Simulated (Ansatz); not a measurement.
# Zn under changes of volume

One of the cells (15.451 Å³/atom); the others are scaled copies at fixed shape and fractional positions:

```
Zn
1.0
    -1.56904    1.56904    1.56904
     1.56904   -1.56904    1.56904
     1.56904    1.56904   -1.56904
Zn
1
Direct
  0.00000 0.00000 0.00000
```

This isn't the form of Zn at room conditions, which is hcp.

| Item | Value |
| --- | --- |
| Program | Ansatz 0.2.0 |
| Functional | r2SCAN |
| Potentials or basis | Ansatz PAW |
| Cutoff | 500 eV (not typed: the program's choice for these potentials) |
| k mesh | 12 × 12 × 12 |
| Occupations | fermi-dirac, width 0.05 eV |
| Spin | no spin polarisation |

| volume (Å³/atom) | energy over the lowest point (meV/atom) | pressure (GPa) |
| --- | --- | --- |
| 14.524 | 0.00 | -0.9 |
| 14.833 | ? | ? |
| 15.142 | 9.84 | -3.9 |
| 15.451 | 18.74 | -5.1 |
| 15.760 | 29.59 | -6.1 |
| 16.069 | 42.07 | -6.9 |
| 16.378 | 56.03 | -7.7 |

Question: What does the run at 14.833 Å³/atom give?

Answer: Energy over the lowest point 3.41 meV/atom; pressure -2.5 GPa.

Worked out: A Birch-Murnaghan fit of order 3 (a polynomial in V^(-2/3)) to the other rows has its minimum at 14.37 Å³/atom, just outside them, with B0 = V·E''(V) = 91 GPa and B' = 6.9. It gives 3.47 meV/atom at 14.833 Å³/atom, against the run's 3.41, and -dE/dV = -2.6 GPa, against -2.5.

Energies are extrapolated to zero smearing.

Caveats: the PAW data sets come from PBE, with cores solved anew for the run's functional, which leaves a small shift of forces and pressure.
